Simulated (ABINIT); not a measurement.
# ZnS (F-43m) in ABINIT: settings compared, part 2 of 2

ABINIT 10.8.3 (patched build).

**3. Single point, PBE, spin-orbit coupling, no magnetisation**

run.abi

```
# Pseudopotentials
pp_dirpath "./"
pseudos "Zn.GGA_PBE-JTH.xml, S.GGA_PBE-JTH.xml"

# Structure
acell 3*1.0 Angstrom
rprim
     0.0000000000     2.7020000000     2.7020000000
     2.7020000000     0.0000000000     2.7020000000
     2.7020000000     2.7020000000     0.0000000000
ntypat 2
znucl 30 16
natom 2
typat 1 2
xred
     0.7500000000     0.7500000000     0.7500000000
     0.0000000000     0.0000000000     0.0000000000

# Plane-wave basis
ecut 408.170794 eV
pawecutdg 30.0

# k points
kptopt 4
ngkpt 7 7 7
nshiftk 1
shiftk 0.0 0.0 0.0

# Exchange and correlation
ixc 11

# Bands and occupations
nband 26
occopt 3
tsmear 0.00183747

# Spin
nspinor 2
nspden 1
pawspnorb 1

# SCF cycle
nstep 100
tolvrs 1.0e-9

# Output
iomode 3
prtwf 0
prteig 0
prtebands 0
enunit 2
prtden 1
prtvha 1
prtvclmb 1
prtpot 1
```

Potentials or basis: JTH PAW PBE v2.0.

The run is started by

```sh
> abinit run.abi > log 2>&1
```

run.abo:

```text
.Version 10.8.3 of ABINIT
 Symmetries : space group F2 3 (#196); Bravais cF (face-center cubic)
================================================================================
 Values of the parameters that define the memory need of the present run
     intxc =       0    ionmov =       0      iscf =      17    lmnmax =      18
     lnmax =       6     mgfft =      27  mpssoang =       3    mqgrid =    3001
     natom =       2  nloc_mem =       2    nspden =       1   nspinor =       2
    nsppol =       1      nsym =      12    n1xccc =       1    ntypat =       2
    occopt =       3   xclevel =       2
       mpw =         757          nfft =       19683          nkpt =          35
 PAW method is used; the additional fine FFT grid is defined by:
   mgfftf=        36    nfftf =     46656
================================================================================
================================================================================

--------------------------------------------------------------------------------
------------- Echo of variables that govern the present computation ------------
--------------------------------------------------------------------------------
 -outvars: echo values of preprocessed input variables --------
            acell      1.8897261259E+00  1.8897261259E+00  1.8897261259E+00 Bohr
              amu      6.53900000E+01  3.20660000E+01
             ecut      1.50000000E+01 Hartree
           enunit           2
              ixc          11
           kptopt           4
         kptrlatt        7    0    0      0    7    0      0    0    7
          kptrlen      5.05472170E+01
            natom           2
            nband          26
            ngfft          27      27      27
          ngfftdg          36      36      36
             nkpt          35
          nspinor           2
            nstep         100
             nsym          12
           ntypat           2
           occopt           3
        pawcpxocc           2
        pawecutdg      3.00000000E+01 Hartree
        pawspnorb           1
         pawxcdev           0
        prtebands           0
           prteig           0
           prtpot           1
         prtvclmb           1
           prtvha           1
            prtwf           0
            rprim      0.0000000000E+00  2.7020000000E+00  2.7020000000E+00
                       2.7020000000E+00  0.0000000000E+00  2.7020000000E+00
                       2.7020000000E+00  2.7020000000E+00  0.0000000000E+00
          spgroup         196
           tolvrs      1.00000000E-09
           tsmear      1.83747000E-03 Hartree
            typat      1  2
           useylm           1
           xangst      4.0530000000E+00  4.0530000000E+00  4.0530000000E+00
                       0.0000000000E+00  0.0000000000E+00  0.0000000000E+00
            xcart      7.6590599883E+00  7.6590599883E+00  7.6590599883E+00
                       0.0000000000E+00  0.0000000000E+00  0.0000000000E+00
             xred      7.5000000000E-01  7.5000000000E-01  7.5000000000E-01
                       0.0000000000E+00  0.0000000000E+00  0.0000000000E+00
            znucl       30.00000   16.00000

================================================================================

 chkinp: Checking input parameters for consistency.

================================================================================
== DATASET  1 ==================================================================

--- !DatasetInfo
iteration_state: {dtset: 1, }
dimensions: {natom: 2, nkpt: 35, mband: 26, nsppol: 1, nspinor: 2, nspden: 1, mpw: 757, }
cutoff_energies: {ecut:  15.0, pawecutdg:  30.0, }
electrons: {nelect:   1.80000000E+01, charge:   0.00000000E+00, occopt:   3.00000000E+00, tsmear:   1.83747000E-03, }
meta: {optdriver: 0, ionmov: 0, optcell: 0, iscf: 17, paral_kgb: 0, }
...
[... 112 lines left out ...]

 ----iterations are completed or convergence reached----

 Mean square residual over all n,k,spin=   30.524E-08; max=  79.892E-06
 reduced coordinates (array xred) for    2 atoms
       0.750000000000      0.750000000000      0.750000000000
       0.000000000000      0.000000000000      0.000000000000
 rms dE/dt=  0.0000E+00; max dE/dt=  0.0000E+00; dE/dt below (all hartree)
    1       0.000000000000      0.000000000000      0.000000000000
    2       0.000000000000      0.000000000000      0.000000000000

 cartesian coordinates (angstrom) at end:
    1      4.05300000000000     4.05300000000000     4.05300000000000
    2      0.00000000000000     0.00000000000000     0.00000000000000

 cartesian forces (hartree/bohr) at end:
    1     -0.00000000000000    -0.00000000000000    -0.00000000000000
    2     -0.00000000000000    -0.00000000000000    -0.00000000000000
 frms,max,avg= 0.0000000E+00 0.0000000E+00   0.000E+00  0.000E+00  0.000E+00 h/b

 cartesian forces (eV/Angstrom) at end:
    1     -0.00000000000000    -0.00000000000000    -0.00000000000000
    2     -0.00000000000000    -0.00000000000000    -0.00000000000000
 frms,max,avg= 0.0000000E+00 0.0000000E+00   0.000E+00  0.000E+00  0.000E+00 e/A
 length scales=  1.889726125908  1.889726125908  1.889726125908 bohr
              =  1.000000000000  1.000000000000  1.000000000000 angstroms
 Fermi (or HOMO) energy (hartree) =   0.23489   Average Vxc (hartree)=  -0.34384
 Eigenvalues (hartree) for nkpt=  35  k points:
 kpt#   1, nband= 26, wtk=  0.00292, kpt=  0.0000  0.0000  0.0000 (reduced coord)
  -0.28808   -0.28808   -0.04138   -0.04138   -0.04138   -0.04138   -0.03338   -0.03338
  -0.01764   -0.01764   -0.01764   -0.01764    0.19392    0.19392    0.19600    0.19600
   0.19600    0.19600    0.27201    0.27201    0.42620    0.42620    0.43180    0.43180
   0.43180    0.43180
      occupation numbers for kpt#   1
   1.00000    1.00000    1.00000    1.00000    1.00000    1.00000    1.00000    1.00000
   1.00000    1.00000    1.00000    1.00000    1.00000    1.00000    1.00000    1.00000
   1.00000    1.00000    0.00000    0.00000    0.00000    0.00000    0.00000    0.00000
   0.00000    0.00000
 prteigrs : prtvol=0 or 1, do not print more k-points.

 Fermi (or HOMO) energy (eV) =   6.39180   Average Vxc (eV)=  -9.35631
 Eigenvalues (   eV  ) for nkpt=  35  k points:
 kpt#   1, nband= 26, wtk=  0.00292, kpt=  0.0000  0.0000  0.0000 (reduced coord)
  -7.83905   -7.83905   -1.12596   -1.12596   -1.12596   -1.12596   -0.90824   -0.90824
  -0.48014   -0.48014   -0.48014   -0.48014    5.27688    5.27688    5.33356    5.33356
   5.33356    5.33356    7.40171    7.40171   11.59739   11.59739   11.74980   11.74980
  11.74980   11.74980
 prteigrs : prtvol=0 or 1, do not print more k-points.

--- !EnergyTerms
iteration_state     : {dtset: 1, }
comment             : Components of total free energy in Hartree
kinetic             :  1.09903397970642E+01
hartree             :  2.12047039629187E+01
xc                  : -5.43852858326706E+00
Ewald energy        : -4.60608394402070E+01
psp_core            :  7.76162073161891E-01
local_psp           : -7.44637710753341E+01
PAW spherical_terms :  1.82985465359972E+01
internal            : -7.46933867296661E+01
'-kT*entropy'       : -7.94778549667723E-13
total_energy        : -7.46933867296669E+01
total_energy_eV     : -2.03251059632140E+03
...

--- !EnergyTermsDC
iteration_state     : {dtset: 1, }
comment             : '"Double-counting" decomposition of free energy'
band_energy         : -1.27739399339130E-01
Ewald energy        : -4.60608394402070E+01
psp_core            :  7.76162073161891E-01
xc_dc               : -2.07262581288591E+01
PAW spherical_terms : -8.55470043590627E+00
internal            : -7.46933753311496E+01
'-kT*entropy'       : -7.94778549667723E-13
total_energy_dc     : -7.46933753311504E+01
total_energy_dc_eV  : -2.03251028615196E+03
...

--- !EnergyTermsWithPAWCore
iteration_state     : {dtset: 1, }
comment             : 'Components of total free energy, including PAW core contributions'
Total energy        : -2.19531388588855E+03
Total energy DC     : -2.19531387449003E+03
Total energy (eV)   : -5.97375340800788E+04
Total energy DC (eV): -5.97375337699094E+04
...

 Cartesian components of stress tensor (hartree/bohr^3)
  sigma(1 1)= -4.63343180E-05  sigma(3 2)=  0.00000000E+00
  sigma(2 2)= -4.63343180E-05  sigma(3 1)=  0.00000000E+00
  sigma(3 3)= -4.63343180E-05  sigma(2 1)=  0.00000000E+00

-Cartesian components of stress tensor (GPa)         [Pressure=  1.3632E+00 GPa]
- sigma(1 1)= -1.36320270E+00  sigma(3 2)=  0.00000000E+00
- sigma(2 2)= -1.36320270E+00  sigma(3 1)=  0.00000000E+00
- sigma(3 3)= -1.36320270E+00  sigma(2 1)=  0.00000000E+00

== END DATASET(S) ==============================================================
================================================================================

 -outvars: echo values of variables after computation  --------
            acell      1.8897261259E+00  1.8897261259E+00  1.8897261259E+00 Bohr
           etotal     -7.4693375331E+01
            fcart     -0.0000000000E+00 -0.0000000000E+00 -0.0000000000E+00
                      -0.0000000000E+00 -0.0000000000E+00 -0.0000000000E+00
            rprim      0.0000000000E+00  2.7020000000E+00  2.7020000000E+00
                       2.7020000000E+00  0.0000000000E+00  2.7020000000E+00
                       2.7020000000E+00  2.7020000000E+00  0.0000000000E+00
           strten     -4.6334317952E-05 -4.6334317952E-05 -4.6334317952E-05
                       0.0000000000E+00  0.0000000000E+00  0.0000000000E+00
           xangst      4.0530000000E+00  4.0530000000E+00  4.0530000000E+00
                       0.0000000000E+00  0.0000000000E+00  0.0000000000E+00
             xred      7.5000000000E-01  7.5000000000E-01  7.5000000000E-01
                       0.0000000000E+00  0.0000000000E+00  0.0000000000E+00
 Calculation completed.
```

Wall time 73 s (1 thread of Arm Neoverse V1, shared host); peak memory 0.11 GiB.

Results:

| Item | Value |
| --- | --- |
| Free energy | -2032.5103 eV |
| Band gap on the k mesh | 2.07 eV, direct |
| Valence electrons inside the program's atomic spheres | Zn 10.78; S 3.62 |

Caveat: the cutoff is too short for stress, so the log's stress isn't used.

**4. Single point, LDA**

run.abi

```
# Pseudopotentials
pp_dirpath "./"
pseudos "Zn.LDA_PW-JTH.xml, S.LDA_PW-JTH.xml"

# Structure
acell 3*1.0
rprim
     0.0000000000     5.1060399887     5.1060399887
     5.1060399887     0.0000000000     5.1060399887
     5.1060399887     5.1060399887     0.0000000000
ntypat 2
znucl 30 16
natom 2
typat 1 2
xred
     0.7500000000     0.7500000000     0.7500000000
     0.0000000000     0.0000000000     0.0000000000

# Plane-wave basis
ecut 408.170794 eV
pawecutdg 30.0

# k points
kptopt 1
ngkpt 7 7 7
nshiftk 1
shiftk 0.0 0.0 0.0

# Exchange and correlation
ixc 7

# Bands and occupations
nband 13
occopt 3
tsmear 0.05 eV

# SCF cycle
nstep 100
tolvrs 1.0e-9

# Output
iomode 3
prtwf 0
prteig 0
prtebands 0
enunit 1
prtden 1
prtvha 1
prtvclmb 1
prtpot 1
```

Potentials or basis: JTH PAW LDA v2.0.

The run is started by

```sh
> abinit run.abi > log 2>&1
```

run.abo:

```text
.Version 10.8.3 of ABINIT
 Symmetries : space group F-4 3 m (#216); Bravais cF (face-center cubic)
================================================================================
 Values of the parameters that define the memory need of the present run
     intxc =       0    ionmov =       0      iscf =      17    lmnmax =      18
     lnmax =       6     mgfft =      27  mpssoang =       3    mqgrid =    3001
     natom =       2  nloc_mem =       2    nspden =       1   nspinor =       1
    nsppol =       1      nsym =      24    n1xccc =       1    ntypat =       2
    occopt =       3   xclevel =       1
       mpw =         757          nfft =       19683          nkpt =          20
 PAW method is used; the additional fine FFT grid is defined by:
   mgfftf=        36    nfftf =     46656
================================================================================
================================================================================

--------------------------------------------------------------------------------
------------- Echo of variables that govern the present computation ------------
--------------------------------------------------------------------------------
 -outvars: echo values of preprocessed input variables --------
            acell      1.0000000000E+00  1.0000000000E+00  1.0000000000E+00 Bohr
              amu      6.53900000E+01  3.20660000E+01
             ecut      1.50000000E+01 Hartree
           enunit           1
              ixc           7
         kptrlatt        7    0    0      0    7    0      0    0    7
          kptrlen      5.05472170E+01
[... 222 lines left out ...]
PAW spherical_terms : -8.61125310254523E+00
internal            : -7.49458840537455E+01
'-kT*entropy'       : -8.23863373061135E-12
total_energy_dc     : -7.49458840537537E+01
total_energy_dc_eV  : -2.03938139853320E+03
...

--- !EnergyTermsWithPAWCore
iteration_state     : {dtset: 1, }
comment             : 'Components of total free energy, including PAW core contributions'
Total energy        : -2.19145005836797E+03
Total energy DC     : -2.19145006366884E+03
Total energy (eV)   : -5.96323939770285E+04
Total energy DC (eV): -5.96323941212726E+04
...

 Cartesian components of stress tensor (hartree/bohr^3)
  sigma(1 1)=  1.62416904E-04  sigma(3 2)=  0.00000000E+00
  sigma(2 2)=  1.62416904E-04  sigma(3 1)=  0.00000000E+00
  sigma(3 3)=  1.62416904E-04  sigma(2 1)=  0.00000000E+00

-Cartesian components of stress tensor (GPa)         [Pressure= -4.7785E+00 GPa]
- sigma(1 1)=  4.77847028E+00  sigma(3 2)=  0.00000000E+00
- sigma(2 2)=  4.77847028E+00  sigma(3 1)=  0.00000000E+00
- sigma(3 3)=  4.77847028E+00  sigma(2 1)=  0.00000000E+00

== END DATASET(S) ==============================================================
================================================================================

 -outvars: echo values of variables after computation  --------
            acell      1.0000000000E+00  1.0000000000E+00  1.0000000000E+00 Bohr
           etotal     -7.4945884054E+01
            fcart      0.0000000000E+00  0.0000000000E+00  0.0000000000E+00
                       0.0000000000E+00  0.0000000000E+00  0.0000000000E+00
            rprim      0.0000000000E+00  5.1060399887E+00  5.1060399887E+00
                       5.1060399887E+00  0.0000000000E+00  5.1060399887E+00
                       5.1060399887E+00  5.1060399887E+00  0.0000000000E+00
           strten      1.6241690353E-04  1.6241690353E-04  1.6241690353E-04
                       0.0000000000E+00  0.0000000000E+00  0.0000000000E+00
           xangst      4.0529999972E+00  4.0529999972E+00  4.0529999972E+00
                       0.0000000000E+00  0.0000000000E+00  0.0000000000E+00
             xred      7.5000000000E-01  7.5000000000E-01  7.5000000000E-01
                       0.0000000000E+00  0.0000000000E+00  0.0000000000E+00
 Calculation completed.
```

It took 11 s on 1 thread of Arm Neoverse V2, shared host; peak memory 0.07 GiB.

Results:

```yaml
Free_energy: -2039.3814 eV
Band_gap_on_the_k_mesh: 1.84 eV, direct
Valence_electrons_inside_the_program's_atomic_spheres: Zn 10.80; S 3.59
```

Levels at points of the mesh, in eV from the valence-band top:
```csv
k point,band 7,band 8,band 9,band 10,band 11,band 12
"(0.00, 0.00, 0.00)",0.00,0.00,0.00,1.84,6.24,6.24
```

Caveat: the cutoff is too short for stress, so the log's stress isn't used.

**5. Single point, LDA**

run.abi

```
# Pseudopotentials
pp_dirpath "./"
pseudos "Zn.LDA_PW-JTH.xml, S.LDA_PW-JTH.xml"

# Structure
acell 3*1.0 Angstrom
rprim
     0.0000000000     2.7020000000     2.7020000000
     2.7020000000     0.0000000000     2.7020000000
     2.7020000000     2.7020000000     0.0000000000
ntypat 2
znucl 30 16
natom 2
typat 1 2
xcart
     7.6590599831     7.6590599831     7.6590599831
     0.0000000000     0.0000000000     0.0000000000

# Plane-wave basis
ecut 15.0
pawecutdg 30.0

# k points
kptopt 1
ngkpt 7 7 7
nshiftk 1
shiftk 0.0 0.0 0.0

# Exchange and correlation
ixc 7

# Bands and occupations
nband 13
occopt 3
tsmear 0.05 eV

# SCF cycle
nstep 100
tolvrs 1.0e-9

# Output
iomode 3
prtwf 0
prteig 0
prtebands 0
prtden 1
prtvha 1
prtvclmb 1
prtpot 1
```

The run is started by

```sh
> abinit run.abi > log 2>&1
```

Run time: 14 s. Hardware: 1 thread of Arm Neoverse V1, shared host; peak memory 0.07 GiB.

The run converged. Its results:

```yaml
Free_energy: -2039.3814 eV
Band_gap_on_the_k_mesh: 1.84 eV, direct
Valence_electrons_inside_the_program's_atomic_spheres: Zn 10.80; S 3.59
```

Levels at points of the mesh, in eV from the valence-band top:
```csv
k point,band 5,band 6,band 7,band 8,band 9,band 10,band 11,band 12,band 13
"(0.00, 0.00, 0.00)",-6.00,-6.00,0.00,0.00,0.00,1.84,6.24,6.24,6.24
```

Caveat: the cutoff is too short for stress, so the log's stress isn't used.

**6. Single point, PBEsol**

run.abi

```
pp_dirpath "./"
pseudos "Zn.upf, S.upf"

acell 7.2210310021 7.2210310021 7.2210310021
rprim
     0.0000000000     0.7071067812     0.7071067812
     0.7071067812     0.0000000000     0.7071067812
     0.7071067812     0.7071067812     0.0000000000
ntypat 2
znucl 30 16
natom 2
typat 1 2
xcart
     4.0530000000     4.0530000000     4.0530000000
     0.0000000000     0.0000000000     0.0000000000 Angstrom

ecut 38.0

kptopt 1
ngkpt 7 7 7
nshiftk 1
shiftk 0.0 0.0 0.0

ixc -116133

nband 17
occopt 3
tsmear 0.05 eV

nstep 100
tolvrs 1.0e-10

iomode 3
prtwf 0
prtden 0
prteig 0
prtebands 0
enunit 2
```

Potentials or basis: PseudoDojo NC SR PBEsol v0.4.1 standard.

The run is started by

```sh
> abinit run.abi > log 2>&1
```

It took 50 s on 1 thread of Arm Neoverse V1, shared host; peak memory 0.09 GiB.

It converged, with:

```
Free energy                                           : -5986.3229 eV
Pressure                                              : -2.4 GPa
Band gap on the k mesh                                : 1.98 eV, direct
Valence electrons inside the program's atomic spheres : Zn 18.12; S 3.93
```

Levels at points of the mesh, in eV from the valence-band top:
```tsv
k point	band 11	band 12	band 13	band 14	band 15	band 16
(0.00, 0.00, 0.00)	0.00	0.00	0.00	1.98	6.28	6.28
```

**7. Summary**

| level | potentials or basis | spin | cell | cutoff (eV) | fine-grid cutoff | gap on the mesh (eV) | pressure (GPa) |
| --- | --- | --- | --- | --- | --- | --- | --- |
| PBEsol | PseudoDojo NC SR PBEsol v0.4.1 standard | off | cell relaxed | 1034 | - | 2.09 | -0.4 |
| PBE | JTH PAW PBE v2.0 | SOC, no magnetisation | as given | 408 | 816.342 eV | 2.07 | - |
| LDA | JTH PAW LDA v2.0 | off | as given | 408 | 816.342 eV | 1.84 | - |
| PBEsol | PseudoDojo NC SR PBEsol v0.4.1 standard | off | as given | 1034 | - | 1.98 | -2.4 |

Alike in all rows: task single point; k mesh 7 × 7 × 7; smearing fermi-dirac 0.05 eV.

Total energies depend on the potentials used, so only differences within one code and one set of settings carry meaning.

**8. How close it comes**

Step 3. Measured gap of ZnS: 3.85 eV (direct; 19 K; quoted in “Electronic, vibrational, and thermodynamic properties of ZnS (zincblende and rocksalt structure)”, 2009, arxiv:0911.5022). This calculation gives 2.07 eV (-1.78 eV). The value is that of PBE, without temperature or zero-point motion. Semilocal functionals fall short of measured gaps as a rule.

Step 5. Against the measured gap of ZnS, 3.85 eV (direct; 19 K; quoted in “Electronic, vibrational, and thermodynamic properties of ZnS (zincblende and rocksalt structure)”, 2009, arxiv:0911.5022), the calculated 1.84 eV is off by -2.01 eV. So large a miss can be the level of theory's own, or it may mean another phase, state or a wrong row. The value is that of LDA, without temperature or zero-point motion. Semilocal functionals fall short of measured gaps as a rule.

Step 6. Against the measured gap of ZnS, 3.85 eV (direct; 19 K; quoted in “Electronic, vibrational, and thermodynamic properties of ZnS (zincblende and rocksalt structure)”, 2009, arxiv:0911.5022), the calculated 1.98 eV is off by -1.87 eV. The value is that of PBEsol, without temperature or zero-point motion. Semilocal functionals fall short of measured gaps as a rule.
